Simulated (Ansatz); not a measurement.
All numbers below come from DFT PBEsol, scalar-relativistic, plane waves, PAW (Ansatz).

Plane waves to 420 eV, a k mesh through Γ of 15×15×8 on the computed 3-atom cell and Gaussian smearing (0.10 eV); no spin polarisation.

Structure with the computed forces (eV/Å) in the last three columns:

```xyz
3
Lattice="3.2312 0.0000 0.0000 -1.6156 2.7983 0.0000 0.0000 0.0000 5.0718" Properties=species:S:1:pos:R:3:forces:R:3 pbc="T T T" pressure_GPa=11.83
Ta    0.0000    1.8655    0.9642    0.0000    0.0000    5.0640
Ta    1.6156    0.9328    4.1076    0.0000    0.0000   -5.0640
C     0.0000    0.0000    0.0000    0.0000    0.0000    0.0000
```

Stress tensor (GPa, compression positive):

```
12.21  0.00  0.00
 0.00 12.21  0.00
 0.00  0.00 11.06
```

Spin–orbit coupling is left out, which can shift energies with elements as heavy as these.